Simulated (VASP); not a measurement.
# ZrSe2 (P-3m1) in VASP: notebook

One crystal, ZrSe2, is run at these levels: LDA, r2SCAN+rVV10; tasks: relaxation of cell and atoms.

Everything below comes from runs of VASP 6.6.1. Logs are shortened: lines on timing, memory, paths and dates and some standing lists are left out, and cuts for length are marked.

## (1) The crystal as given

It takes space group P-3m1 (No. 164, trigonal). The conventional cell has a = 3.798 Å, b = 3.798 Å, c = 6.192 Å, α = 90.00°, β = 90.00°, γ = 120.00°. Zr (site symmetry -3m) is surrounded by 6 Se at 2.68 Å. Se (site symmetry 3m) has 3 Zr at 2.68 Å as nearest neighbours.

## (2) Relaxation of cell and atoms, LDA

Contents of INCAR:

```
SYSTEM = ZrSe2
PREC = Accurate ; ENCUT = 600
EDIFF = 1E-6 ; ISMEAR = 0
SIGMA = 0.03 ; LREAL = .False.
LASPH = .True. ; NELM = 80
ALGO = Normal ; ISIF = 3
LWAVE = .False. ; LCHARG = .False.
IBRION = 2 ; NSW = 90
EDIFFG = -0.01
```

Contents of KPOINTS:

```
Automatic mesh
0
Gamma
  9 9 5
  0 0 0
```

Contents of POSCAR:

```
ZrSe2
1.0
    3.7980000000      0.0000000000      0.0000000000
   -1.8990000000      3.2891644836      0.0000000000
    0.0000000000      0.0000000000      6.1920000000
Zr Se
1 2
Direct
    0.0000000000      0.0000000000      0.0000000000
    0.3333333333      0.6666666667      0.2500000000
    0.6666666667      0.3333333333      0.7500000000
```

Potentials or basis: VASP PAW LDA potentials, release 64 (Zr_sv, Se).

Run with:

```
> cat potpaw_LDA.64/Zr_sv/POTCAR potpaw_LDA.64/Se/POTCAR > POTCAR
> mpirun -np 1 vasp_std > vasp.out
```

OUTCAR:

```text
SYSTEM = ZrSe2
   PREC = Accurate
   ENCUT = 600
   EDIFF = 1E-6
   ISMEAR = 0
   LREAL = .False.
   LASPH = .True.
   NELM = 80
   ISIF = 3
   IBRION = 2
   NSW = 90
   EDIFFG = -0.01

 ion  position               nearest neighbor table
   1  0.000  0.000  0.000-   2 2.68   3 2.68   3 2.68   2 2.68   3 2.68   2 2.68
   2  0.333  0.667  0.250-   1 2.68   1 2.68   1 2.68
   3  0.667  0.333  0.750-   1 2.68   1 2.68   1 2.68

  LATTYP: Found a hexagonal cell.
 ALAT       =     3.7980000000
 C/A-ratio  =     1.6303317536

  Lattice vectors:

 A1 = (   3.7980000000,   0.0000000000,   0.0000000000)
 A2 = (  -1.8990000000,   3.2891644836,   0.0000000000)
 A3 = (   0.0000000000,   0.0000000000,   6.1920000000)

Analysis of symmetry for initial positions (statically):
=====================================================================
 Subroutine PRICEL returns:
 Original cell was already a primitive cell.

 Routine SETGRP: Setting up the symmetry group for a
 hexagonal supercell.

 Subroutine GETGRP returns: Found 12 space group operations
 (whereof 12 operations were pure point group operations)
 out of a pool of 24 trial point group operations.

The static configuration has the point symmetry D_3d.

Analysis of symmetry for dynamics (positions and initial velocities):
=====================================================================
 Subroutine PRICEL returns:
 Original cell was already a primitive cell.

 Routine SETGRP: Setting up the symmetry group for a
 hexagonal supercell.

 Subroutine GETGRP returns: Found 12 space group operations
 (whereof 12 operations were pure point group operations)
 out of a pool of 24 trial point group operations.

The dynamic configuration has the point symmetry D_3d.

 Subroutine INISYM returns: Found 12 space group operations
 (whereof 12 operations are pure point group operations),
 and found     1 'primitive' translations

----------------------------------------------------------------------------------------

                                     Primitive cell

  volume of cell :      77.3520

  direct lattice vectors                    reciprocal lattice vectors
     3.798000000  0.000000000  0.000000000     0.263296472  0.152014289  0.000000000
    -1.899000000  3.289164484  0.000000000     0.000000000  0.304028578  0.000000000
     0.000000000  0.000000000  6.192000000     0.000000000  0.000000000  0.161498708

  length of vectors
     3.798000000  3.798000000  6.192000000     0.304028578  0.304028578  0.161498708

  position of ions in fractional coordinates (direct lattice)
     0.000000000  0.000000000  0.000000000
     0.333333333  0.666666667  0.250000000
     0.666666667  0.333333333  0.750000000

  ion indices of the primitive-cell ions
   primitive index   ion index
                 1           1
                 2           2
                 3           3

----------------------------------------------------------------------------------------

 KPOINTS: Automatic mesh

Automatic generation of k-mesh.
 Grid dimensions read from file:
 generate k-points for:    9    9    5

 Generating k-lattice:

  Cartesian coordinates                     Fractional coordinates (reciprocal lattice)
     0.029255164  0.016890477  0.000000000     0.111111111  0.000000000  0.000000000
     0.000000000  0.033780953  0.000000000     0.000000000  0.111111111  0.000000000
     0.000000000  0.000000000  0.032299742     0.000000000  0.000000000  0.200000000

  Length of vectors
     0.033780953  0.033780953  0.032299742

  Shift w.r.t. Gamma in fractional coordinates (k-lattice)
     0.000000000  0.000000000  0.000000000

 Subroutine IBZKPT returns following result:
 ===========================================

 Found     50 irreducible k-points:

 Following reciprocal coordinates:
            Coordinates               Weight
  0.000000  0.000000  0.000000      1.000000
  0.111111  0.000000  0.000000      6.000000
  0.222222  0.000000  0.000000      6.000000
  0.333333 -0.000000  0.000000      6.000000
  0.444444  0.000000  0.000000      6.000000
  0.111111  0.111111  0.000000      6.000000
[... 16 lines left out ...]
  0.222222  0.111111  0.200000     12.000000
 -0.111111  0.333333  0.200000     12.000000
 [... further k-points ...]
   k-points           NKPTS =     50   k-points in BZ     NKDIM =     50   number of bands    NBANDS=     16
   number of dos      NEDOS =    301   number of ions     NIONS =      3
   total plane-waves  NPLWV =  45000
   dimension x,y,z NGX =    30 NGY =   30 NGZ =   50
   dimension x,y,z NGXF=    60 NGYF=   60 NGZF=  100
   ions per type =               1   2
   NGX,Y,Z   is equivalent  to a cutoff of  13.13, 13.13, 13.42 a.u.
   NGXF,Y,Z  is equivalent  to a cutoff of  26.26, 26.26, 26.85 a.u.
 SYSTEM =  ZrSe2
   PREC   = accura    normal or accurate (medium, high low for compatibility)
   ISTART =      0    job   : 0-new  1-cont  2-samecut
   ICHARG =      2    charge: 1-file 2-atom 10-const
   ISPIN  =      1    spin polarized calculation?
   LNONCOLLINEAR =      F non collinear calculations
   LSORBIT =      F    spin-orbit coupling
   LASPH  =      T    aspherical Exc in radial PAW
   ENCUT  =  600.0 eV  44.10 Ry    6.64 a.u.   7.59  7.59 12.37*2*pi/ulx,y,z
   NELM   =     80;   NELMIN=  2; NELMDL= -5     # of ELM steps
   EDIFF  = 0.1E-05   stopping-criterion for ELM
   LREAL  =      F    real-space projection
   EDIFFG = -.1E-01   stopping-criterion for IOM
   NSW    =     90    number of steps for IOM
   IBRION =      2    ionic relax: 0-MD 1-quasi-New 2-CG
   NFREE  =      1    steps in history (QN), initial steepest desc. (CG)
   ISIF   =      3    stress and relaxation
   ISYM   =      2    0-nonsym 1-usesym 2-fastsym
   POTIM  = 0.5000    time-step for ionic-motion
   TEBEG  =    0.0;   TEEND  =   0.0 temperature during run
   PSTRESS=    0.0 pullay stress
   NELECT =      24.0000    total number of electrons
   NUPDOWN=      -1.0000    fix difference up-down
   EMIN   =  10.00;   EMAX   =-10.00  energy-range for DOS
   EFERMI =   0.00;   METHOD = LEGACY
   ISMEAR =     0;   SIGMA  =   0.03  broadening in eV -4-tet -1-fermi 0-gaus
   EFERMI_NEDOS =   21; number of points for ismear=-14 and -15
   IALGO  =     38    algorithm
   IMIX   =      4    mixing-type and parameters
     AMIX     =   0.40;   BMIX     =  1.00
     AMIX_MAG =   1.60;   BMIX_MAG =  1.00
  volume/ion in A,a.u.               =      25.78       174.00
  Fermi-wavevector in a.u.,A,eV,Ry     =   1.108293  2.094371 16.712230  1.228314
  Thomas-Fermi vector in A             =   2.244819
   LORBIT       =      0    0 simple, 1 ext, 2 COOP (PROOUT), +10 PAW based schemes
   GGA     = CA    functional components
   LHFCALC =     F    Hartree Fock is set to
   AEXX    =    0.0000 exact exchange contribution
   IVDW    =     0    specifies the selected vdW correction
   LEPSILON=     F    determine dielectric tensor
   LRPA    =     F    only Hartree local field effects (RPA)
 conjugate gradient relaxation of ions
 non-spin polarized calculation
 Gauss-broadening in eV      SIGMA  =   0.03
  energy-cutoff  :      600.00
  volume of cell :       77.35
 maximum number of plane-waves:      2605
   NGX = 15   NGY = 15   NGZ = 25

--------------------------------------- Ionic step        1  -------------------------------------------

 number of electron      24.0000000 magnetization

 Free energy of the ion-electron system (eV)
  ---------------------------------------------------
  ext. energy  EPLUGINS =         0.00000000
  ---------------------------------------------------
  free energy    TOTEN  =       -21.59428453 eV

  energy without entropy =      -21.59428453  energy(sigma->0) =      -21.59428453

------------------------ aborting loop because EDIFF is reached ----------------------------------------

  FORCE on cell =-STRESS in cart. coord.  units (eV):
  Direction    XX          YY          ZZ          XY          YZ          ZX
  --------------------------------------------------------------------------------------
  -------------------------------------------------------------------------------------
  Total       -1.7432439     -1.7432439     -0.8241970      0.0000000      0.0000000     -0.0000000
  in kB      -36.1074846    -36.1074846    -17.0714390      0.0000000      0.0000000     -0.0000000
  external PRESSURE =     -29.7621361 kB  Pullay stress =       0.0000000 kB
[... 92 lines left out ...]
  FREE ENERGIE OF THE ION-ELECTRON SYSTEM (eV)
  ---------------------------------------------------
  free  energy   TOTEN  =       -21.6239758987 eV

  energy  without entropy=      -21.6239758987  energy(sigma->0) =      -21.62397590

 E-fermi :   4.7773     XC(G=0):  -9.9959

 val. band max:        4.7694202658   @ k =   0.0000   0.0000   0.0000
 cond. band min:       4.8024047633   @ k =   0.0000   0.4444   0.4000
 fundamental gap:      0.0329844975
 Fermi energy:         4.7773181913

 k-point     1 :       0.0000    0.0000    0.0000
  band No.  band energies     occupation
      1     -44.3455      2.00000
      2     -22.5861      2.00000
      3     -22.4469      2.00000
      4     -22.4469      2.00000
      5      -8.7608      2.00000
      6      -7.4369      2.00000
[... 433 lines left out ...]
      3     -22.5471      2.00000
      4     -22.4899      2.00000
      5      -8.0109      2.00000
      6      -7.4907      2.00000
[... 8 lines left out ...]
     15       7.5442      0.00000
     16       8.4410      0.00000

 [... further k-points ...]

[... ionic steps 4 to 11 ...]

--------------------------------------- Ionic step       12  -------------------------------------------

 number of electron      24.0000000 magnetization

------------------------ aborting loop because EDIFF is reached ----------------------------------------
[... 69 lines left out ...]
--------------------------------------- Ionic step       14  -------------------------------------------

 number of electron      24.0000000 magnetization

 Free energy of the ion-electron system (eV)
  ---------------------------------------------------
  ext. energy  EPLUGINS =         0.00000000
  ---------------------------------------------------
  free energy    TOTEN  =       -21.65532473 eV

  energy without entropy =      -21.65478126  energy(sigma->0) =      -21.65505300

 E-fermi :   5.3029     XC(G=0): -10.2559

 val. band max:        5.3001802903   @ k =   0.0000   0.0000   0.0000
 cond. band min:       5.4254894190   @ k =   0.4444   0.0000   0.4000
 fundamental gap:      0.1253091287
 Fermi energy:         5.3028609914

 k-point     1 :       0.0000    0.0000    0.0000
  band No.  band energies     occupation
      1     -43.8047      2.00000
      2     -22.0475      2.00000
      3     -21.9081      2.00000
      4     -21.9081      2.00000
      5      -8.4021      2.00000
      6      -6.8528      2.00000
[... 433 lines left out ...]
      3     -22.0082      2.00000
      4     -21.9516      2.00000
      5      -7.6249      2.00000
      6      -6.9546      2.00000
[... 8 lines left out ...]
     15       8.1006      0.00000
     16       8.9538      0.00000

 [... further k-points ...]

------------------------ aborting loop because EDIFF is reached ----------------------------------------

  FORCE on cell =-STRESS in cart. coord.  units (eV):
  Direction    XX          YY          ZZ          XY          YZ          ZX
  --------------------------------------------------------------------------------------
  -------------------------------------------------------------------------------------
  Total        0.0164230      0.0164230      0.0130282      0.0000000      0.0000000      0.0000000
  in kB        0.3745411      0.3745411      0.2971197      0.0000000      0.0000000      0.0000000
  external PRESSURE =       0.3487340 kB  Pullay stress =       0.0000000 kB
[... 18 lines left out ...]
  FREE ENERGIE OF THE ION-ELECTRON SYSTEM (eV)
  ---------------------------------------------------
  free  energy   TOTEN  =       -21.6553247332 eV

  energy  without entropy=      -21.6547812639  energy(sigma->0) =      -21.65505300

 reached required accuracy - stopping structural energy minimisation
```

It took 3.5 min on 1 thread of Intel Xeon 6975P-C (Granite Rapids), shared host; peak memory 0.23 GiB.

Results:

```
Free energy                            : -21.6553 eV
Relaxed volume                         : 23.42 Å³/atom
Relaxed cell                           : a = 3.695 Å, b = 3.695 Å, c = 5.941 Å, α = 90.00°, β = 90.00°, γ = 120.00°
Space group after relaxing (to 0.05 Å) : P-3m1 (No. 164)
Energy gained by relaxing              : 20.3 meV/atom
Ionic steps                            : 14
Pressure after relaxing                : 0.0 GPa
Band gap on the k mesh                 : none (metal or under the smearing width)
```

Step by step:
| step | energy change (eV) | largest force (eV/Å) | pressure (GPa) | volume (Å³) |
| --- | --- | --- | --- | --- |
| 1 | 0.0000 | 0.0474 | -2.98 | 77.35 |
| 2 | -0.0055 | 0.7389 | 3.29 | 72.11 |
| 3 | -0.0297 | 0.3484 | 0.11 | 74.53 |
| 4 | -0.0405 | 0.2221 | -0.04 | 74.06 |
| 5 | -0.0443 | 0.1018 | -0.18 | 73.61 |
| 6 | -0.0443 | 0.0875 | -0.22 | 73.55 |
| 7 | -0.0479 | 0.1007 | -0.04 | 73.03 |
| 8 | -0.0555 | 0.1398 | 0.51 | 71.48 |
| 9 | -0.0517 | 0.1962 | 1.91 | 68.41 |
| 10 | -0.0572 | 0.1786 | 1.02 | 70.37 |
| 11 | -0.0588 | 0.1388 | 0.80 | 70.35 |
| 12 | -0.0610 | 0.0199 | 0.16 | 70.27 |
| 13 | -0.0610 | 0.0028 | 0.06 | 70.26 |
| 14 | -0.0610 | 0.0004 | 0.03 | 70.25 |

Final structure:
```
CELL_PARAMETERS angstrom
3.69531 0.00000 0.00000
-1.84766 3.20023 0.00000
0.00000 0.00000 5.94061
ATOMIC_POSITIONS crystal
Zr 0.00000 0.00000 0.00000
Se 0.33333 0.66667 0.26704
Se 0.66667 0.33333 0.73296
```

Levels at points of the mesh, in eV from the Fermi level:
```
           k point  band 9  band 10  band 11  band 12  band 13  band 14  band 15  band 16
(0.00, 0.00, 0.00)   -2.77     0.00     0.00     0.14     0.96     0.96     1.22     4.09
```

## (3) Relaxation of cell and atoms, LDA

This run uses another cell than the first one, of 23.42 Å³/atom, 0.908 times its volume.

Contents of INCAR:

```
SYSTEM = ZrSe2
PREC = Accurate ; ENCUT = 600
EDIFF = 1E-7 ; ISMEAR = 0
SIGMA = 0.03 ; LREAL = .False.
LASPH = .True. ; NELM = 80
ALGO = Normal ; ISIF = 3
LWAVE = .False. ; LCHARG = .False.
IBRION = 2 ; NSW = 90
EDIFFG = -0.005
```

KPOINTS is that of step 2.

Contents of POSCAR:

```
ZrSe2                                   
1.0
    3.6953114028     -0.0000000000      0.0000000000
   -1.8476557014      3.2002335498     -0.0000000000
    0.0000000000      0.0000000000      5.9406058194
  Zr              Se            
     1     2
Direct
     0.0000000000000000    0.0000000000000000    0.0000000000000000
     0.3333333332999970    0.6666666667000030    0.2670411725581875
     0.6666666667000030    0.3333333332999970    0.7329588274418125
```

Potentials or basis: VASP PAW LDA potentials, release 64 (Zr_sv, Se).

Run with:

```
> cat potpaw_LDA.64/Zr_sv/POTCAR potpaw_LDA.64/Se/POTCAR > POTCAR
> mpirun -np 1 vasp_std > vasp.out
```

Wall time 73 s (1 thread of Intel Xeon 6975P-C (Granite Rapids), shared host); peak memory 0.22 GiB.

The run converged. Its results:

- Free energy: -21.6546 eV
- Relaxed volume: 23.44 Å³/atom
- Relaxed cell: a = 3.696 Å, b = 3.696 Å, c = 5.945 Å, α = 90.00°, β = 90.00°, γ = 120.00°
- Space group after relaxing (to 0.05 Å): P-3m1 (No. 164)
- Energy gained by relaxing: 0.0 meV/atom
- Ionic steps: 5
- Pressure after relaxing: 0.0 GPa
- Band gap on the k mesh: none (metal or under the smearing width)

Forces in eV/Å, atoms in the order of the input:
```
Zr   0.000  0.000  0.000
Se   0.000  0.000 -0.003
Se   0.000  0.000  0.003
```

Final structure:
```cif
data_structure
_symmetry_space_group_name_H-M 'P 1'
_symmetry_Int_Tables_number 1
_cell_length_a 3.6960
_cell_length_b 3.6960
_cell_length_c 5.9446
_cell_angle_alpha 90.000
_cell_angle_beta 90.000
_cell_angle_gamma 120.000
_cell_volume 70.33
loop_
_atom_site_label
_atom_site_type_symbol
_atom_site_fract_x
_atom_site_fract_y
_atom_site_fract_z
_atom_site_occupancy
Zr1 Zr 0.00000 0.00000 0.00000 1
Se1 Se 0.33333 0.66667 0.26686 1
Se2 Se 0.66667 0.33333 0.73314 1
```

Levels at points of the mesh, in eV from the Fermi level:
| k point | band 10 | band 11 | band 12 | band 13 | band 14 | band 15 |
| --- | --- | --- | --- | --- | --- | --- |
| (0.00, 0.00, 0.00) | 0.00 | 0.00 | 0.13 | 0.96 | 0.96 | 1.22 |

(Continued in part 2 of 2.)
